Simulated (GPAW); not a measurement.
# CdF2 (Fm-3m) in GPAW: convergence with smearing function

Aim: find how far smearing function must go before the results for CdF2 settle, at PBEsol. This setting moves, with any that are tied to it; all else stays.

Program: GPAW 26.7.0. These are calculated values, not measurements. Logs are shortened: lines on timing, memory, paths and dates and some standing lists are left out, and cuts for length are marked. The log counts tension as positive stress, the text compression.

## Step 1: The structure

The structure is cubic, space group Fm-3m (No. 225). Conventional cell: a = 5.388 Å, b = 5.388 Å, c = 5.388 Å, α = 90.00°, β = 90.00°, γ = 90.00°. Around Cd (site symmetry m-3m) lie 8 F at 2.33 Å. F (site symmetry -43m) has 4 Cd at 2.33 Å as nearest neighbours.

## Step 2: With smearing function fermi-dirac

Contents of run.py:

```python
from ase.dft.bandgap import bandgap
from ase.io import read, write
from ase.units import GPa
from gpaw import GPAW, PW, setup_paths

setup_paths.insert(0, '.')

atoms = read('POSCAR')

calc = GPAW(mode=PW(800),
            xc='PBEsol',
            kpts={'size': (7, 7, 7), 'gamma': True},
            occupations={'name': 'fermi-dirac', 'width': 0.1},
            nbands=24,
            convergence={'density': 1e-05, 'energy': 1e-05},
            maxiter=100,
            txt='gpaw.txt')
atoms.calc = calc
energy = atoms.get_potential_energy()
forces = atoms.get_forces()
stress = atoms.get_stress()
calc.write('gs.gpw')
write('result.traj', atoms)
print(f'Energy: {energy:.6f} eV')
print('Forces (eV/A):')
print(forces.round(4))
print('Stress (GPa):', (stress / GPa).round(3))
print('Fermi level:', round(calc.get_fermi_level(), 4), 'eV')
print(f'Gap: {bandgap(calc)[0]:.4f} eV, direct: {bandgap(calc, direct=True)[0]:.4f} eV')
```

Contents of POSCAR:

```
CdF2
1.0
    0.0000000000      2.6940000000      2.6940000000
    2.6940000000      0.0000000000      2.6940000000
    2.6940000000      2.6940000000      0.0000000000
Cd F
1 2
Direct
    0.0000000000      0.0000000000      0.0000000000
    0.7500000000      0.7500000000      0.7500000000
    0.2500000000      0.2500000000      0.2500000000
```

Potentials or basis: PAW data sets generated in the run's folder for this functional, pw.

Run with:

```bash
> gpaw-setup -f PBEsol Cd F
> OMP_NUM_THREADS=1 python run.py
```

gpaw.txt:

```text
__  _  _
 | _ |_)|_||  |
 |__||  | ||/\| - 26.7.0

Input parameters:
  mode=PW(ecut=800.0),
  convergence={'density': 1e-05, 'energy': 1e-05},
  kpts=MonkhorstPack(size=(7, 7, 7), gamma=True),
  maxiter=100,
  nbands=24,
  occupations=Occupations(name='fermi-dirac', width=0.1),
  xc=XC(name='PBEsol')

Diagonalizing LCAO Hamiltonian
Converting LCAO to pw mode

                    F

           F

       Cd

Atoms  # Å, Bohr magnetons
|   | symbol |        x |        y |        z |    initial magnetic moments |
|---|--------|----------|----------|----------|-----------------------------|
| 0 |     Cd | 0.000000 | 0.000000 | 0.000000 | ( 0.0000,  0.0000,  0.0000) |
| 1 |      F | 4.041000 | 4.041000 | 4.041000 | ( 0.0000,  0.0000,  0.0000) |
| 2 |      F | 1.347000 | 1.347000 | 1.347000 | ( 0.0000,  0.0000,  0.0000) |

Unit cell  # Å
| periodic |        x |        y |        z |  lengths |    angles |
|----------|----------|----------|----------|----------|-----------|
|      yes | 0.000000 | 2.694000 | 2.694000 | 3.809891 | 60.000000 |
|      yes | 2.694000 | 0.000000 | 2.694000 | 3.809891 | 60.000000 |
|      yes | 2.694000 | 2.694000 | 0.000000 | 3.809891 | 60.000000 |

Number of symmetries: 48
Symmetry operations  # r_c * U_cc + t_c -> r_c
|    | kind |            matrix            |
|----|------|------------------------------|
|  0 |  σ   |  1, 0, 0,  1, 0,-1,  1,-1, 0 |
|  1 |  C2  |  1, 0, 0,  1,-1, 0,  1, 0,-1 |
|  2 |  E   |  1, 0, 0,  0, 1, 0,  0, 0, 1 |
|  3 |  σ   |  1, 0, 0,  0, 0, 1,  0, 1, 0 |
|  4 |  C4  |  1, 0,-1,  1, 0, 0,  1,-1, 0 |
|  5 |  S6  |  1, 0,-1,  1,-1, 0,  1, 0, 0 |
|  6 |  σ   |  1, 0,-1,  0, 1,-1,  0, 0,-1 |
|  7 |  C3  |  1, 0,-1,  0, 0,-1,  0, 1,-1 |
|  8 |  S6  |  1,-1, 0,  1, 0, 0,  1, 0,-1 |
|  9 |  C4  |  1,-1, 0,  1, 0,-1,  1, 0, 0 |
| 10 |  C3  |  1,-1, 0,  0,-1, 1,  0,-1, 0 |
| 11 |  σ   |  1,-1, 0,  0,-1, 0,  0,-1, 1 |
| 12 |  σ   |  0, 1, 0,  1, 0, 0,  0, 0, 1 |
| 13 |  C4  |  0, 1, 0,  0, 1,-1, -1, 1, 0 |
| 14 |  C3  |  0, 1, 0,  0, 0, 1,  1, 0, 0 |
| 15 |  S6  |  0, 1, 0, -1, 1, 0,  0, 1,-1 |
| 16 |  C2  |  0, 1,-1,  1, 0,-1,  0, 0,-1 |
| 17 |  σ   |  0, 1,-1,  0, 1, 0, -1, 1, 0 |
| 18 |  S4  |  0, 1,-1,  0, 0,-1,  1, 0,-1 |
| 19 |  C4  |  0, 1,-1, -1, 1, 0,  0, 1, 0 |
| 20 |  C3  |  0, 0, 1,  1, 0, 0,  0, 1, 0 |
| 21 |  σ   |  0, 0, 1,  0, 1, 0,  1, 0, 0 |
| 22 |  S6  |  0, 0, 1,  0,-1, 1, -1, 0, 1 |
| 23 |  C4  |  0, 0, 1, -1, 0, 1,  0,-1, 1 |
| 24 |  S4  |  0, 0,-1,  1, 0,-1,  0, 1,-1 |
| 25 |  C3  |  0, 0,-1,  0, 1,-1,  1, 0,-1 |
| 26 |  C2  |  0, 0,-1,  0,-1, 0, -1, 0, 0 |
| 27 |  S6  |  0, 0,-1, -1, 0, 0,  0,-1, 0 |
| 28 |  S4  |  0,-1, 1,  1,-1, 0,  0,-1, 0 |
| 29 |  C4  |  0,-1, 1,  0, 0, 1, -1, 0, 1 |
| 30 |  C2  |  0,-1, 1,  0,-1, 0,  1,-1, 0 |
| 31 |  σ   |  0,-1, 1, -1, 0, 1,  0, 0, 1 |
| 32 |  C3  |  0,-1, 0,  1,-1, 0,  0,-1, 1 |
| 33 |  S6  |  0,-1, 0,  0, 0,-1, -1, 0, 0 |
| 34 |  S4  |  0,-1, 0,  0,-1, 1,  1,-1, 0 |
| 35 |  C2  |  0,-1, 0, -1, 0, 0,  0, 0,-1 |
| 36 |  C2  | -1, 1, 0,  0, 1, 0,  0, 1,-1 |
| 37 |  S6  | -1, 1, 0,  0, 1,-1,  0, 1, 0 |
| 38 |  S4  | -1, 1, 0, -1, 0, 1, -1, 0, 0 |
| 39 |  C3  | -1, 1, 0, -1, 0, 0, -1, 0, 1 |
| 40 |  S6  | -1, 0, 1,  0, 0, 1,  0,-1, 1 |
| 41 |  C2  | -1, 0, 1,  0,-1, 1,  0, 0, 1 |
| 42 |  C3  | -1, 0, 1, -1, 1, 0, -1, 0, 0 |
| 43 |  S4  | -1, 0, 1, -1, 0, 0, -1, 1, 0 |
| 44 |  C2  | -1, 0, 0,  0, 0,-1,  0,-1, 0 |
| 45 |  i   | -1, 0, 0,  0,-1, 0,  0, 0,-1 |
| 46 |  σ   | -1, 0, 0, -1, 1, 0, -1, 0, 1 |
| 47 |  C2  | -1, 0, 0, -1, 0, 1, -1, 1, 0 |

BZ-sampling:
  Number of BZ points: 343
  Number of IBZ points: 20

  Monkhorst-Pack size: [7, 7, 7]
  Monkhorst-Pack shift: [0, 0, 0]

K-points  # in reciprocal-cell coordinates
|     |                                coordinates |     weight |
|-----|--------------------------------------------|------------|
|   0 | (  0.00000000,   0.00000000,   0.00000000) | 0.00291545 |
|   1 | (  0.14285714,   0.14285714,   0.00000000) | 0.01749271 |
|   2 | (  0.14285714,   0.14285714,   0.14285714) | 0.02332362 |
|   3 | (  0.28571429,   0.14285714,   0.14285714) | 0.03498542 |
|   4 | (  0.28571429,   0.28571429,   0.00000000) | 0.01749271 |
|   5 | (  0.28571429,   0.28571429,   0.14285714) | 0.06997085 |
|   6 | (  0.28571429,   0.28571429,   0.28571429) | 0.02332362 |
|   7 | (  0.42857143,  -0.28571429,  -0.28571429) | 0.03498542 |
|   8 | (  0.42857143,   0.28571429,  -0.42857143) | 0.13994169 |
|   9 | (  0.42857143,   0.28571429,  -0.28571429) | 0.06997085 |
| ... |                                            |            |
|  19 | (  0.42857143,   0.42857143,   0.42857143) | 0.02332362 |

Plane wave coefficients: 2017
Cutoff: 800.0 eV

Spin-components: 1 (collinear spins)
Bands:           24
Projectors:      16
Spin-degeneracy: 2
Datatype:        complex128

Parallelization:
  kpt:    1
  domain: 1
  band:   1

Density:
  Valence electrons: 26.0
  Components: 1
  Grid points: [25 25 25]
  Charge: 0.0  # |e|

Potential:
  Grid points: [25 25 25]

species:
  Cd:
    name:    Cadmium
    Z:       48.0
    valence: 12
    core:    36
    charge:  0.0  # [|e|]
    compensation charges:
      type: gauss
      rc: 0.38  # [Å]
      lmax: 2
    cutoffs:
      filter: 2.12  # [Å]
      core: 2.62  # [Å]
    projectors
    | kind |    occ | energy [eV] | rcut [Å] |
    |------|--------|-------------|----------|
    |   5s |  2.000 |      -5.696 |    1.191 |
    |   5p |  0.000 |      -1.145 |    1.228 |
    |   4d | 10.000 |     -11.735 |    1.164 |
    |    s |        |      21.516 |    1.191 |
    |    p |        |      26.066 |    1.228 |
    |    d |        |      15.476 |    1.164 |

    Using partial waves for Cd as LCAO basis

  F:
    name:    Fluorine
    Z:       9.0
    valence: 7
    core:    2
    charge:  0.0  # [|e|]
    compensation charges:
      type: gauss
      rc: 0.20  # [Å]
      lmax: 2
    cutoffs:
      filter: 1.14  # [Å]
      core: 0.74  # [Å]
    projectors
    | kind |    occ | energy [eV] | rcut [Å] |
    |------|--------|-------------|----------|
    |   2s |  2.000 |     -29.719 |    0.635 |
    |   2p |  5.000 |     -11.050 |    0.635 |
    |    s |        |      -2.507 |    0.635 |
    |    p |        |      16.162 |    0.635 |
    |    d |        |       0.000 |    0.635 |

    Using partial waves for F as LCAO basis

Reference energy: -157514.336640  # eV

eigensolver:
  PPCG
  Converge bands: occupied
  niter=2

density mixing:
  MSR1-Mixer
  Pratt-step length: 0.05
  Maximum mixing coefficient: 0.75
  Old densities: 10
  SVD Regularization: 0.005
  Good broyden scale: 1.0
  Trust region scale: 1.0
  Backstep threshold: 4.0
  History deletion threshold: 6.0
  Fourier metric: weight=20.0, sigma=0.015

occupation numbers:
  Fermi-Dirac:
    width: 0.1000  # eV

poisson solver:
  ecut: 6400.0  # eV

xc functional:
  name: PBEsol with 2 nearest neighbor stencil

convergence criteria:
- Maximum integral of absolute [dens]ity change: 1e-05 electrons / valence electron
- Maximum [total energy] change in last 3 cyles: 1e-05 eV / valence electron
- Maximum integral of absolute [eigenst]ate change: 4e-08 eV^2 / valence electron
maximum number of iterations: 100

SCF iterations
|iter     | |      energy | eigst |  dens |
|---------|-|-------------|-------|-------|
|iter:   1| |  -13.188108 | -0.60 |       |
|iter:   2| |  -12.820009 | -2.34 | -1.07 |
|iter:   3| |  -11.767715 | -0.84 | -1.11 |
|iter:   4| |  -11.747581 | -3.02 | -1.57 |
|iter:   5| |  -11.743073 | -3.51 | -1.89 |
|iter:   6| |  -11.743151 | -5.75 | -3.04 |
|iter:   7| |  -11.743172c| -6.11 | -3.43 |
|iter:   8| |  -11.743173c| -8.23c| -4.70 |
|iter:   9| |  -11.743173c| -8.08c| -5.09c|

Converged in 9 steps
Energy contributions relative to reference atoms: (reference = -157514.336640)

Energy contributions:
  Kinetic:          33.061754
  Coulomb:         -29.617480
  Zero:              0.107423
  External:          0.000000
  Xc:              -15.294870
  Entropy:          -0.000000
  Spinorbit:         0.000000
  ----------------------------
  Free energy:     -11.743173
  Extrapolated:    -11.743173

dipole moment: (-17.417227, -17.417227, -17.417227)  # |e|*Ang

Fermi level: 3.397
Eigenvalues  # (at kpt = [0.000, 0.000, 0.000])
| band index |      eig [eV] | occ [0-2] |
|------------|---------------|-----------|
|          0 |       -19.005 |     2.000 |
|        ... |               |           |
|          5 |        -2.563 |     2.000 |
|          6 |        -2.563 |     2.000 |
|          7 |         0.721 |     2.000 |
|          8 |         0.721 |     2.000 |
|          9 |         0.721 |     2.000 |
|         10 |         1.283 |     2.000 |
[... 8 lines left out ...]
|         19 |        21.396 |     0.000 |
|         20 |        24.943 |     0.000 |
|        ... |               |           |
|         23 |        25.373 |     0.000 |

Gap: 2.962 eV
Transition (v -> c):
  (s=0, k=9, n=12, [0.43, 0.29, -0.29]) -> (s=0, k=0, n=13, [0.00, 0.00, 0.00])
Direct/indirect transitions are different
Direct gap: 3.364 eV
Transition at: (s=0, k=0, n=12, [0.00, 0.00, 0.00])

Forces  # eV/Ang
|        x |        y |        z |
|----------|----------|----------|
| -0.00000 |  0.00000 |  0.00000 |  # Cd   0
| -0.00000 | -0.00000 | -0.00000 |  # F    1
|  0.00000 |  0.00000 | -0.00000 |  # F    2

Stress tensor  # eV/Ang^3
|         x |         y |         z |
|-----------|-----------|-----------|
|  0.013202 | -0.000000 | -0.000000 |
| -0.000000 |  0.013202 |  0.000000 |
| -0.000000 |  0.000000 |  0.013202 |

# Writing to gs.gpw (mode='')
```

Run time: 32 s. Hardware: 1 thread of Arm Neoverse N1, shared host; peak memory 0.17 GiB.

Results:

```
Free energy            : -11.7432 eV
Pressure               : -2.1 GPa
Band gap on the k mesh : 2.96 eV, indirect (least direct gap 3.36 eV)
```

## Step 3: With smearing function gaussian

Changes to run.py since step 2:

```diff
@@ -12,3 +12,3 @@
             kpts={'size': (7, 7, 7), 'gamma': True},
-            occupations={'name': 'fermi-dirac', 'width': 0.1},
+            occupations={'name': 'methfessel-paxton', 'order': 0, 'width': 0.1},
             nbands=24,
```

POSCAR is that of step 2.

Potentials or basis: PAW data sets generated in the run's folder for this functional, pw.

Run with:

```bash
> gpaw-setup -f PBEsol Cd F
> OMP_NUM_THREADS=1 python run.py
```

It took 31 s on 1 thread of Arm Neoverse N1, shared host; peak memory 0.17 GiB.

It converged, with:

```
Free energy            : -11.7432 eV
Pressure               : -2.1 GPa
Band gap on the k mesh : 2.96 eV, indirect (least direct gap 3.36 eV)
```

## Step 4: With smearing function marzari-vanderbilt

Changes to run.py since step 3:

```diff
@@ -12,3 +12,3 @@
             kpts={'size': (7, 7, 7), 'gamma': True},
-            occupations={'name': 'methfessel-paxton', 'order': 0, 'width': 0.1},
+            occupations={'name': 'marzari-vanderbilt', 'width': 0.1},
             nbands=24,
```

POSCAR is that of step 3.

Run with:

```bash
> gpaw-setup -f PBEsol Cd F
> OMP_NUM_THREADS=1 python run.py
```

Wall time 31 s (1 thread of Arm Neoverse N1, shared host); peak memory 0.17 GiB.

It converged, with:

* Free energy: -11.7432 eV
* Pressure: -2.1 GPa
* Band gap on the k mesh: 2.96 eV, indirect (least direct gap 3.36 eV)

## Step 5: With smearing function methfessel-paxton

Changes to run.py since step 4:

```diff
@@ -12,3 +12,3 @@
             kpts={'size': (7, 7, 7), 'gamma': True},
-            occupations={'name': 'marzari-vanderbilt', 'width': 0.1},
+            occupations={'name': 'methfessel-paxton', 'width': 0.1},
             nbands=24,
```

POSCAR is that of step 4.

Run with:

```bash
> gpaw-setup -f PBEsol Cd F
> OMP_NUM_THREADS=1 python run.py
```

Wall time 31 s (1 thread of Arm Neoverse N1, shared host); peak memory 0.17 GiB.

It converged, with:

```yaml
Free_energy: -11.7432 eV
Pressure: -2.1 GPa
Band_gap_on_the_k_mesh: 2.96 eV, indirect (least direct gap 3.36 eV)
```

## Step 6: With smearing function tetrahedron-method

Changes to run.py since step 5:

```diff
@@ -12,3 +12,3 @@
             kpts={'size': (7, 7, 7), 'gamma': True},
-            occupations={'name': 'methfessel-paxton', 'width': 0.1},
+            occupations={'name': 'tetrahedron-method'},
             nbands=24,
```

POSCAR is that of step 5.

Potentials or basis: PAW data sets generated in the run's folder for this functional, pw.

Run with:

```bash
> gpaw-setup -f PBEsol Cd F
> OMP_NUM_THREADS=1 python run.py
```

Run time: 31 s. Hardware: 1 thread of Arm Neoverse N1, shared host; peak memory 0.17 GiB.

The run converged. Its results:

| Quantity | Value |
| --- | --- |
| Free energy | -11.7432 eV |
| Pressure | -2.1 GPa |
| Band gap on the k mesh | 2.96 eV, indirect (least direct gap 3.36 eV) |

## Step 7: With smearing function improved-tetrahedron-method

Changes to run.py since step 6:

```diff
@@ -12,3 +12,3 @@
             kpts={'size': (7, 7, 7), 'gamma': True},
-            occupations={'name': 'tetrahedron-method'},
+            occupations={'name': 'improved-tetrahedron-method'},
             nbands=24,
```

POSCAR is that of step 6.

Run with:

```bash
> gpaw-setup -f PBEsol Cd F
> OMP_NUM_THREADS=1 python run.py
```

Run time: 31 s. Hardware: 1 thread of Arm Neoverse N1, shared host; peak memory 0.17 GiB.

The run converged. Its results:

```
Free energy            : -11.7432 eV
Pressure               : -2.1 GPa
Band gap on the k mesh : 2.96 eV, indirect (least direct gap 3.36 eV)
```

## Step 8: With smearing function fixed

Changes to run.py since step 7:

```diff
@@ -12,3 +12,3 @@
             kpts={'size': (7, 7, 7), 'gamma': True},
-            occupations={'name': 'improved-tetrahedron-method'},
+            occupations={'width': 0.0},
             nbands=24,
```

POSCAR is that of step 7.

Run with:

```bash
> gpaw-setup -f PBEsol Cd F
> OMP_NUM_THREADS=1 python run.py
```

Wall time 31 s (1 thread of Arm Neoverse N1, shared host); peak memory 0.17 GiB.

The run converged. Its results:

- Free energy: -11.7432 eV
- Pressure: -2.1 GPa
- Band gap on the k mesh: 2.96 eV, indirect (least direct gap 3.36 eV)

## Step 9: Result

| smearing function | energy less the tightest run, at zero smearing (meV/atom) | SCF cycles | CPU time (s) | peak memory (GiB) |
| --- | --- | --- | --- | --- |
| fermi-dirac | 0.00 | 9 | 32 | 0.17 |
| gaussian | 0.00 | 9 | 31 | 0.17 |
| marzari-vanderbilt | 0.00 | 9 | 31 | 0.17 |
| methfessel-paxton | 0.00 | 9 | 31 | 0.17 |
| tetrahedron-method | 0.00 | 9 | 31 | 0.17 |
| improved-tetrahedron-method | 0.00 | 9 | 31 | 0.17 |
| fixed | 0.00 | 9 | 31 | 0.17 |

Against the tightest run, the energy stays within 1 meV/atom from fermi-dirac on. The tightest run that finished is the yardstick and may itself not be fully converged.

Caveats: an odd mesh through Γ misses points on the zone boundary, where band edges often lie.
